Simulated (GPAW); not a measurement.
# TiSe (P4/nmm) in GPAW: convergence with plane-wave cutoff (eV)

Aim: find how far plane-wave cutoff (eV) must go before the results for TiSe settle, at LDA. This setting moves, with any that are tied to it; all else stays.

All numbers are computed with GPAW 26.7.0; they aren't measurements. Logs are shortened: lines on timing, memory, paths and dates and some standing lists are left out, and cuts for length are marked. The log counts tension as positive stress, the text compression.

### 1 The structure

It takes space group P4/nmm (No. 129, tetragonal). The conventional cell has a = 4.178 Å, b = 4.178 Å, c = 5.984 Å, α = 90.00°, β = 90.00°, γ = 90.00°. Se (site symmetry 4mm) has 4 Ti at 2.53 Å as nearest neighbours. Around Ti (site symmetry -4m2) lie 4 Se at 2.53 Å.

The cell comes from a database or a generator and needn't be the stable form of this composition.

### 2 With plane-wave cutoff (eV) 200

run.py reads:

```python
from ase import Atoms
from ase.dft.bandgap import bandgap
from ase.io import write
from ase.units import GPa
from gpaw import GPAW, PW

atoms = Atoms(['Se', 'Se', 'Ti', 'Ti'],
              cell=[[4.178357, 0.0, 0.0],
                    [0.0, 4.178357, 0.0],
                    [0.0, 0.0, 5.984423]],
              scaled_positions=[[0.0, 0.5, 0.760556],
                                [0.5, 0.0, 0.239444],
                                [0.0, 0.0, 0.0],
                                [0.5, 0.5, 0.0]],
              pbc=True)

calc = GPAW(mode=PW(200),
            xc='LDA',
            kpts={'size': (4, 4, 3), 'gamma': True},
            occupations={'name': 'fermi-dirac', 'width': 0.05},
            nbands=34,
            convergence={'density': 1e-05, 'energy': 1e-05},
            maxiter=100,
            txt='gpaw.txt')
atoms.calc = calc
energy = atoms.get_potential_energy()
forces = atoms.get_forces()
stress = atoms.get_stress()
calc.write('gs.gpw')
write('result.traj', atoms)
print(f'Energy: {energy:.6f} eV')
print('Forces (eV/A):')
print(forces.round(4))
print('Stress (GPa):', (stress / GPa).round(3))
print('Fermi level:', round(calc.get_fermi_level(), 4), 'eV')
print(f'Gap: {bandgap(calc)[0]:.4f} eV, direct: {bandgap(calc, direct=True)[0]:.4f} eV')
```

Potentials or basis: the program's PAW data sets (release 1.2.1) made for this functional, pw.

Launch:

```
OMP_NUM_THREADS=1 python run.py
```

gpaw.txt:

```text
__  _  _
 | _ |_)|_||  |
 |__||  | ||/\| - 26.7.0

Input parameters:
  mode=PW(ecut=200.0),
  convergence={'density': 1e-05, 'energy': 1e-05},
  kpts=MonkhorstPack(size=(4, 4, 3), gamma=True),
  maxiter=100,
  nbands=34,
  occupations=Occupations(name='fermi-dirac', width=0.05),
  xc=XC(name='LDA')

Diagonalizing LCAO Hamiltonian
Converting LCAO to pw mode
    .---------.
   /|         |
  / |         |
 * Se         |
 |  |         |
 |  |         |
 |  |         |
 |  .---------.
 | /  SeTi   /
 |/         /
 Ti--------*

Atoms  # Å, Bohr magnetons
|   | symbol |        x |        y |        z |    initial magnetic moments |
|---|--------|----------|----------|----------|-----------------------------|
| 0 |     Se | 0.000000 | 2.089179 | 4.551489 | ( 0.0000,  0.0000,  0.0000) |
| 1 |     Se | 2.089179 | 0.000000 | 1.432934 | ( 0.0000,  0.0000,  0.0000) |
| 2 |     Ti | 0.000000 | 0.000000 | 0.000000 | ( 0.0000,  0.0000,  0.0000) |
| 3 |     Ti | 2.089179 | 2.089179 | 0.000000 | ( 0.0000,  0.0000,  0.0000) |

Unit cell  # Å
| periodic |        x |        y |        z |  lengths |    angles |
|----------|----------|----------|----------|----------|-----------|
|      yes | 4.178357 | 0.000000 | 0.000000 | 4.178357 | 90.000000 |
|      yes | 0.000000 | 4.178357 | 0.000000 | 4.178357 | 90.000000 |
|      yes | 0.000000 | 0.000000 | 5.984423 | 5.984423 | 90.000000 |

Number of symmetries: 8
Symmetry operations  # r_c * U_cc + t_c -> r_c
|   | kind |            matrix            |
|---|------|------------------------------|
| 0 |  E   |  1, 0, 0,  0, 1, 0,  0, 0, 1 |
| 1 |  σ   |  1, 0, 0,  0,-1, 0,  0, 0, 1 |
| 2 |  C2  |  0, 1, 0,  1, 0, 0,  0, 0,-1 |
| 3 |  S4  |  0, 1, 0, -1, 0, 0,  0, 0,-1 |
| 4 |  S4  |  0,-1, 0,  1, 0, 0,  0, 0,-1 |
| 5 |  C2  |  0,-1, 0, -1, 0, 0,  0, 0,-1 |
| 6 |  σ   | -1, 0, 0,  0, 1, 0,  0, 0, 1 |
| 7 |  C2  | -1, 0, 0,  0,-1, 0,  0, 0, 1 |

BZ-sampling:
  Number of BZ points: 48
  Number of IBZ points: 12

  Monkhorst-Pack size: [4, 4, 3]
  Monkhorst-Pack shift: [0.125, 0.125, 0.0]

K-points  # in reciprocal-cell coordinates
|     |                                coordinates |     weight |
|-----|--------------------------------------------|------------|
|   0 | (  0.00000000,   0.00000000,   0.00000000) | 0.02083333 |
|   1 | (  0.00000000,   0.00000000,   0.33333333) | 0.04166667 |
|   2 | (  0.25000000,   0.00000000,   0.00000000) | 0.08333333 |
|   3 | (  0.25000000,   0.00000000,   0.33333333) | 0.16666667 |
|   4 | (  0.25000000,   0.25000000,   0.00000000) | 0.08333333 |
|   5 | (  0.25000000,   0.25000000,   0.33333333) | 0.16666667 |
|   6 | (  0.50000000,   0.00000000,   0.00000000) | 0.04166667 |
|   7 | (  0.50000000,   0.00000000,   0.33333333) | 0.08333333 |
|   8 | (  0.50000000,   0.25000000,   0.00000000) | 0.08333333 |
|   9 | (  0.50000000,   0.25000000,   0.33333333) | 0.16666667 |
| ... |                                            |            |
|  11 | (  0.50000000,   0.50000000,   0.33333333) | 0.04166667 |

Plane wave coefficients: 684
Cutoff: 200.0 eV

Spin-components: 1 (collinear spins)
Bands:           34
Projectors:      22
Spin-degeneracy: 2
Datatype:        complex128

Parallelization:
  kpt:    1
  domain: 1
  band:   1

Density:
  Valence electrons: 36.0
  Components: 1
  Grid points: [14 14 20]
  Charge: 0.0  # |e|

Potential:
  Grid points: [14 14 20]

species:
  Se:
    name:    Selenium
    Z:       34.0
    valence: 6
    core:    28
    charge:  0.0  # [|e|]
    compensation charges:
      type: gauss
      rc: 0.27  # [Å]
      lmax: 2
    cutoffs:
      filter: 1.77  # [Å]
      core: 2.67  # [Å]
    projectors
    | kind |    occ | energy [eV] | rcut [Å] |
    |------|--------|-------------|----------|
    |   4s |  2.000 |     -17.472 |    0.847 |
    |   4p |  4.000 |      -6.656 |    1.005 |
    |    s |        |       9.739 |    0.847 |
    |    p |        |      20.555 |    1.005 |
    |    d |        |       0.000 |    0.847 |

    Using partial waves for Se as LCAO basis

  Ti:
    name:    Titanium
    Z:       22.0
    valence: 12
    core:    10
    charge:  0.0  # [|e|]
    compensation charges:
      type: gauss
      rc: 0.38  # [Å]
      lmax: 2
    cutoffs:
      filter: 2.23  # [Å]
      core: 1.02  # [Å]
    projectors
    | kind |    occ | energy [eV] | rcut [Å] |
    |------|--------|-------------|----------|
    |   3s |  2.000 |     -62.257 |    1.270 |
    |   4s |  2.000 |      -4.593 |    1.270 |
    |   3p |  6.000 |     -38.791 |    1.058 |
    |   4p |  0.000 |      -1.536 |    1.058 |
    |   3d |  2.000 |      -4.463 |    1.058 |
    |    d |        |      22.748 |    1.058 |

    Using partial waves for Ti as LCAO basis

Reference energy: -178382.245400  # eV

eigensolver:
  PPCG
  Converge bands: occupied
  niter=2

density mixing:
  MSR1-Mixer
  Pratt-step length: 0.05
  Maximum mixing coefficient: 0.75
  Old densities: 10
  SVD Regularization: 0.005
  Good broyden scale: 1.0
  Trust region scale: 1.0
  Backstep threshold: 4.0
  History deletion threshold: 6.0
  Fourier metric: weight=20.0, sigma=0.015

occupation numbers:
  Fermi-Dirac:
    width: 0.0500  # eV

poisson solver:
  ecut: 1600.0  # eV

xc functional:
  name: None

convergence criteria:
[... 6 lines left out ...]
|iter     | |      energy | eigst |  dens |
|---------|-|-------------|-------|-------|
|iter:   1| |  -25.431715 | -0.59 |       |
|iter:   2| |  -25.275283 | -2.71 | -1.15 |
|iter:   3| |  -24.844848 | -1.55 | -1.19 |
|iter:   4| |  -24.694557 | -2.04 | -1.49 |
|iter:   5| |  -24.621907 | -3.07 | -1.73 |
|iter:   6| |  -24.620173 | -4.54 | -2.12 |
|iter:   7| |  -24.620110 | -5.42 | -2.94 |
|iter:   8| |  -24.620112c| -6.82 | -3.52 |
|iter:   9| |  -24.620114c| -7.94c| -4.15 |
|iter:  10| |  -24.620114c| -8.65c| -4.98 |
|iter:  11| |  -24.620114c| -9.36c| -5.68c|

Converged in 11 steps
Energy contributions relative to reference atoms: (reference = -178382.245400)

Energy contributions:
  Kinetic:           1.251221
  Coulomb:          -4.502895
  Zero:              2.573981
  External:          0.000000
  Xc:              -23.915086
  Entropy:          -0.054671
  Spinorbit:         0.000000
  ----------------------------
  Free energy:     -24.647450
  Extrapolated:    -24.620114

dipole moment: (-28.877988, -28.877988, -38.474489)  # |e|*Ang

Fermi level: 4.849
Eigenvalues  # (at kpt = [0.000, 0.000, 0.000])
| band index |      eig [eV] | occ [0-2] |
|------------|---------------|-----------|
|          0 |       -52.069 |     2.000 |
|        ... |               |           |
|          9 |        -8.620 |     2.000 |
|         10 |        -0.227 |     2.000 |
|         11 |         0.920 |     2.000 |
|         12 |         0.995 |     2.000 |
|         13 |         0.995 |     2.000 |
|         14 |         1.467 |     2.000 |
[... 8 lines left out ...]
|         23 |         6.910 |     0.000 |
|         24 |         7.858 |     0.000 |
|        ... |               |           |
|         33 |        15.939 |     0.000 |

No gap
No difference between direct/indirect transitions

Forces  # eV/Ang
|       x |       y |        z |
|---------|---------|----------|
| 0.00000 | 0.00000 |  0.35448 |  # Se   0
| 0.00000 | 0.00000 | -0.35448 |  # Se   1
| 0.00000 | 0.00000 |  0.00000 |  # Ti   2
| 0.00000 | 0.00000 |  0.00000 |  # Ti   3

Stress tensor  # eV/Ang^3
|         x |        y |         z |
|-----------|----------|-----------|
|  0.094759 | 0.000000 | -0.000000 |
|  0.000000 | 0.094759 |  0.000000 |
| -0.000000 | 0.000000 |  0.082450 |

# Writing to gs.gpw (mode='')
```

stdout:

```text
Energy: -24.620114 eV
Forces (eV/A):
[[ 0.      0.      0.3545]
 [ 0.      0.     -0.3545]
 [ 0.      0.      0.    ]
 [ 0.      0.      0.    ]]
Stress (GPa): [15.182 15.182 13.21   0.    -0.     0.   ]
Fermi level: 4.8489 eV
Gap: 0.0000 eV, direct: 0.0000 eV
```

Run time: 5.6 s. Hardware: 1 thread of Intel Xeon Platinum 8488C (Sapphire Rapids), shared host; peak memory 0.13 GiB.

What came out:

* Free energy: -24.6474 eV
* Pressure: -14.5 GPa
* Largest force: 0.354 eV/Å
* Band gap on the k mesh: none (metal or under the smearing width)

### 3 With plane-wave cutoff (eV) 250

run.py: that of step 2 with these lines changed.

```diff
@@ -16,3 +16,3 @@
 
-calc = GPAW(mode=PW(200),
+calc = GPAW(mode=PW(250),
             xc='LDA',
```

Potentials or basis: the program's PAW data sets (release 1.2.1) made for this functional, pw.

Launch:

```
OMP_NUM_THREADS=1 python run.py
```

Wall time 6.5 s (1 thread of Intel Xeon Platinum 8488C (Sapphire Rapids), shared host); peak memory 0.14 GiB.

What came out:

| Item | Value |
| --- | --- |
| Free energy | -25.5058 eV |
| Pressure | -5.8 GPa |
| Largest force | 0.348 eV/Å |
| Band gap on the k mesh | none (metal or under the smearing width) |

### 4 With plane-wave cutoff (eV) 300

run.py: that of step 3 with these lines changed.

```diff
@@ -16,3 +16,3 @@
 
-calc = GPAW(mode=PW(250),
+calc = GPAW(mode=PW(300),
             xc='LDA',
```

Launch:

```
OMP_NUM_THREADS=1 python run.py
```

Run time: 9.6 s. Hardware: 1 thread of Intel Xeon Platinum 8488C (Sapphire Rapids), shared host; peak memory 0.15 GiB.

Results:

| Property | Result |
| --- | --- |
| Free energy | -25.7757 eV |
| Pressure | -6.4 GPa |
| Largest force | 0.358 eV/Å |
| Band gap on the k mesh | none (metal or under the smearing width) |

### 5 With plane-wave cutoff (eV) 350

run.py: that of step 4 with these lines changed.

```diff
@@ -16,3 +16,3 @@
 
-calc = GPAW(mode=PW(300),
+calc = GPAW(mode=PW(350),
             xc='LDA',
```

Launch:

```
OMP_NUM_THREADS=1 python run.py
```

Run time: 10 s. Hardware: 1 thread of Intel Xeon Platinum 8488C (Sapphire Rapids), shared host; peak memory 0.16 GiB.

What came out:

```
Free energy            : -26.0622 eV
Pressure               : -6.2 GPa
Largest force          : 0.352 eV/Å
Band gap on the k mesh : none (metal or under the smearing width)
```

### 6 With plane-wave cutoff (eV) 400

run.py: that of step 5 with these lines changed.

```diff
@@ -16,3 +16,3 @@
 
-calc = GPAW(mode=PW(350),
+calc = GPAW(mode=PW(400),
             xc='LDA',
```

Potentials or basis: the program's PAW data sets (release 1.2.1) made for this functional, pw.

Launch:

```
OMP_NUM_THREADS=1 python run.py
```

It took 11 s on 1 thread of Intel Xeon Platinum 8488C (Sapphire Rapids), shared host; peak memory 0.16 GiB.

Results:

```yaml
Free_energy: -26.2283 eV
Pressure: -5.3 GPa
Largest_force: 0.351 eV/Å
Band_gap_on_the_k_mesh: none (metal or under the smearing width)
```

### 7 With plane-wave cutoff (eV) 500

run.py: that of step 6 with these lines changed.

```diff
@@ -16,3 +16,3 @@
 
-calc = GPAW(mode=PW(400),
+calc = GPAW(mode=PW(500),
             xc='LDA',
```

Launch:

```
OMP_NUM_THREADS=1 python run.py
```

Run time: 16 s. Hardware: 1 thread of Intel Xeon Platinum 8488C (Sapphire Rapids), shared host; peak memory 0.18 GiB.

Results (log left out):

* Free energy: -26.3195 eV
* Pressure: -4.6 GPa
* Largest force: 0.356 eV/Å
* Band gap on the k mesh: none (metal or under the smearing width)

### 8 With plane-wave cutoff (eV) 600

run.py: that of step 7 with these lines changed.

```diff
@@ -16,3 +16,3 @@
 
-calc = GPAW(mode=PW(500),
+calc = GPAW(mode=PW(600),
             xc='LDA',
```

Launch:

```
OMP_NUM_THREADS=1 python run.py
```

It took 20 s on 1 thread of Intel Xeon Platinum 8488C (Sapphire Rapids), shared host; peak memory 0.19 GiB.

The run converged. Its results:

- Free energy: -26.3634 eV
- Pressure: -4.8 GPa
- Largest force: 0.357 eV/Å
- Band gap on the k mesh: none (metal or under the smearing width)

### 9 With plane-wave cutoff (eV) 800

run.py: that of step 8 with these lines changed.

```diff
@@ -16,3 +16,3 @@
 
-calc = GPAW(mode=PW(600),
+calc = GPAW(mode=PW(800),
             xc='LDA',
```

Potentials or basis: the program's PAW data sets (release 1.2.1) made for this functional, pw.

Launch:

```
OMP_NUM_THREADS=1 python run.py
```

It took 30 s on 1 thread of Intel Xeon Platinum 8488C (Sapphire Rapids), shared host; peak memory 0.24 GiB.

The run converged. Its results:

```
Free energy            : -26.4342 eV
Pressure               : -4.6 GPa
Largest force          : 0.357 eV/Å
Band gap on the k mesh : none (metal or under the smearing width)
```

### 10 With plane-wave cutoff (eV) 1000

run.py: that of step 9 with these lines changed.

```diff
@@ -16,3 +16,3 @@
 
-calc = GPAW(mode=PW(800),
+calc = GPAW(mode=PW(1000),
             xc='LDA',
```

Launch:

```
OMP_NUM_THREADS=1 python run.py
```

It took 36 s on 1 thread of Intel Xeon Platinum 8488C (Sapphire Rapids), shared host; peak memory 0.29 GiB.

Results (log left out):

```
Free energy            : -26.4483 eV
Pressure               : -4.5 GPa
Largest force          : 0.357 eV/Å
Band gap on the k mesh : none (metal or under the smearing width)
```

### 11 The series at a glance

```tsv
plane-wave cutoff (eV)	energy less the tightest run, at zero smearing (meV/atom)	pressure (GPa)	largest force (eV/Å)	SCF cycles	CPU time (s)	peak memory (GiB)
200	450.40	-14.52	0.354	11	5.5	0.13
250	235.60	-5.76	0.348	10	6.5	0.14
300	168.10	-6.38	0.358	10	9.6	0.15
350	96.49	-6.17	0.352	11	10	0.16
400	54.99	-5.30	0.351	11	11	0.16
500	32.19	-4.65	0.356	11	16	0.18
600	21.20	-4.77	0.357	11	20	0.19
800	3.51	-4.59	0.357	11	30	0.24
1000	0.00	-4.47	0.357	11	36	0.29
```

Against the tightest run, the largest force stays within 0.005 eV/Å from 500 on. Not settled before the last step: the energy (to 1 meV/atom), the pressure (to 0.1 GPa). The tightest run that finished is the yardstick and may itself not be fully converged.

Caveats: all runs use coarse meshes.
